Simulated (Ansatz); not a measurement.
# BN (P6_3/mmc), random displacements

All numbers below come from Ansatz, DFT r2SCAN, scalar-relativistic, plane waves, PAW. Cutoff 500 eV, Γ-centred 12×12×4 k-points, Gaussian smearing of 0.05 eV. No spin polarisation. Energies are free energies at this smearing, counted from the undisturbed cell; pressure is positive in compression.

The starting cell (relaxed at this level):

```
B N
1.0
     2.50098    0.00000    0.00000
    -1.25049    2.16591    0.00000
     0.00000    0.00000    6.87416
B N
2 2
Direct
  0.33333 0.66667 0.25000
  0.66667 0.33333 0.75000
  0.33333 0.66667 0.75000
  0.66667 0.33333 0.25000
```

The cell holds layers and no dispersion correction was added, so their binding is poorly described.

The atoms are displaced (Å, in the unstrained cell):

```
atom ux uy uz
  B1  -0.121   0.097   0.126
  B2  -0.038  -0.149  -0.153
  N3   0.021   0.010  -0.049
  N4   0.138   0.042   0.075
```

The cell is not strained.

**Question.** What are the energy change, the stress and the forces?

**Answer.** ΔE = 500.9 meV/atom; stress (xx, yy, zz, yz, xz, xy; compression positive) (15.02, 35.18, -0.30, -3.09, 1.53, 12.68) GPa; gap on the mesh 2.61 eV.
```tsv
atom	Fx (eV/Å)	Fy	Fz
B1	9.17	2.21	-0.57
B2	1.21	8.20	1.28
N3	-1.20	-8.19	-1.20
N4	-9.18	-2.22	0.49
```

Cost: 1 run of about 0.28 core-minutes, on Intel Xeon Platinum 8488C (Sapphire Rapids) (shared hosts).